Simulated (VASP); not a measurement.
# GaN: forms and broadenings of the independent-particle spectrum

GaN, P6_3mc (no. 186), 4 atoms in the cell. PBE, independent-particle dielectric function; PAW potentials Ga_d, N (PBE set).

## Input

INCAR.step1:
```
PREC = Accurate
ENCUT = 460
ISMEAR = 0
SIGMA = 0.02
EDIFF = 1E-8
LASPH = True
KPAR = 4
LWAVE = False
LCHARG = False
LEPSILON = True
```

INCAR.step2, as INCAR.step1 but for:
```
- LWAVE = False
- LEPSILON = True
+ LWAVE = True
+ NBANDS = 66
```

INCAR.step3:
```
PREC = Accurate
ENCUT = 460
ISMEAR = 0
SIGMA = 0.02
EDIFF = 1E-7
LASPH = True
KPAR = 4
LWAVE = False
LCHARG = False
LOPTICS = True
NBANDS = 66
NEDOS = 2000
CSHIFT = 0.1
ALGO = None
NELM = 1
ISTART = 1
```

INCAR.step4, as INCAR.step3 but for:
```
+ LNABLA = True
```

INCAR.step5, as INCAR.step4 but for:
```
- LNABLA = True
+ LPEAD = True
+ IPEAD = 1
```

INCAR.step6, as INCAR.step5 but for:
```
- IPEAD = 1
+ IPEAD = 2
```

INCAR.step7 changes the same tag again: IPEAD = 4.

INCAR.step8, as INCAR.step7 but for:
```
- CSHIFT = 0.1
- LPEAD = True
- IPEAD = 4
+ CSHIFT = 0.2
```

INCAR.step9, as INCAR.step8 but for:
```
- CSHIFT = 0.2
+ CSHIFT = 0.05
```

INCAR.step10 changes the same tag again: CSHIFT = 0.3.

INCAR.step11, as INCAR.step10 but for:
```
- ISMEAR = 0
- CSHIFT = 0.3
+ ISMEAR = -5
+ CSHIFT = 0.1
```

INCAR.step12, as INCAR.step11 but for:
```
- ISMEAR = -5
- SIGMA = 0.02
+ ISMEAR = 0
+ SIGMA = 0.2
```

INCAR.step13, as INCAR.step12 but for:
```
- SIGMA = 0.2
+ SIGMA = 0.02
+ OMEGAMAX = 12
```

INCAR.step14, as INCAR.step13 but for:
```
- OMEGAMAX = 12
+ OMEGAMAX = 60
```

KPOINTS:
```
k-points
0
Gamma
  8 8 6
```

POSCAR:
```
GaN
1.0
    3.1800000000      0.0000000000      0.0000000000
   -1.5900000000      2.7539607840      0.0000000000
    0.0000000000      0.0000000000      5.1660000000
Ga N
2 2
Direct
    0.6666666667      0.3333333333      0.5000000000
    0.3333333333      0.6666666667      0.0000000000
    0.6666666667      0.3333333333      0.8750000000
    0.3333333333      0.6666666667      0.3750000000
```

Commands (each step's output is kept before the next begins):
```
cat potpaw_PBE.64/Ga_d/POTCAR potpaw_PBE.64/N/POTCAR > POTCAR
cp INCAR.step1 INCAR
mpirun -np 4 vasp_std > vasp.out
rm WAVECAR CHG
cp INCAR.step2 INCAR
mpirun -np 4 vasp_std > vasp.out
cp INCAR.step3 INCAR
mpirun -np 4 vasp_std > vasp.out
cp INCAR.step4 INCAR
mpirun -np 4 vasp_std > vasp.out
cp INCAR.step5 INCAR
mpirun -np 4 vasp_std > vasp.out
cp INCAR.step6 INCAR
mpirun -np 4 vasp_std > vasp.out
cp INCAR.step7 INCAR
mpirun -np 4 vasp_std > vasp.out
cp INCAR.step8 INCAR
mpirun -np 4 vasp_std > vasp.out
cp INCAR.step9 INCAR
mpirun -np 4 vasp_std > vasp.out
cp INCAR.step10 INCAR
mpirun -np 4 vasp_std > vasp.out
cp INCAR.step11 INCAR
mpirun -np 4 vasp_std > vasp.out
cp INCAR.step12 INCAR
mpirun -np 4 vasp_std > vasp.out
cp INCAR.step13 INCAR
mpirun -np 4 vasp_std > vasp.out
cp INCAR.step14 INCAR
mpirun -np 4 vasp_std > vasp.out
```

## Result

- Direct gap on the mesh (eV): 1.97
- Gap on the mesh (eV): 1.97
- Bands: 66

One ground state, settings moved in the last step alone:

| Settings | ε at zero frequency | Mean energy of the absorption, weighted by Im ε (eV) | Time (s) |
|---|---|---|---|
| longitudinal form, CSHIFT 0.1 | 5.93 | 9.28 | 4 |
| transversal form (LNABLA) | 5.94 | 9.19 | 3 |
| finite differences (LPEAD), order 1 | 5.57 | 9.51 | 5 |
| finite differences (LPEAD), order 2 | 5.78 | 9.36 | 6 |
| finite differences (LPEAD), order 4 | 5.82 | 9.33 | 10 |
| CSHIFT 0.2 | 5.93 | 9.30 | 3 |
| CSHIFT 0.05 | 5.94 | 9.28 | 4 |
| CSHIFT 0.3 | 5.92 | 9.32 | 3 |
| tetrahedron method | 5.76 | 9.40 | 5 |
| SIGMA 0.2 | 5.94 | 9.28 | 4 |
| OMEGAMAX 12, which cuts the spectrum short | 5.28 | – | 4 |
| OMEGAMAX 60 | 5.93 | 9.28 | 4 |

The mean energy covers the spectrum up to 20 eV.

On the same mesh, density-functional perturbation theory with local fields gives ε = 5.83.

Limits: The 8×8×6 mesh is coarse for a spectrum: peaks stand apart that a denser mesh merges, and ε at zero frequency can be far too high.

VASP 6.6.1 took 185 s on 4 cores (Intel Xeon Platinum 8488C (Sapphire Rapids)), a shared host.
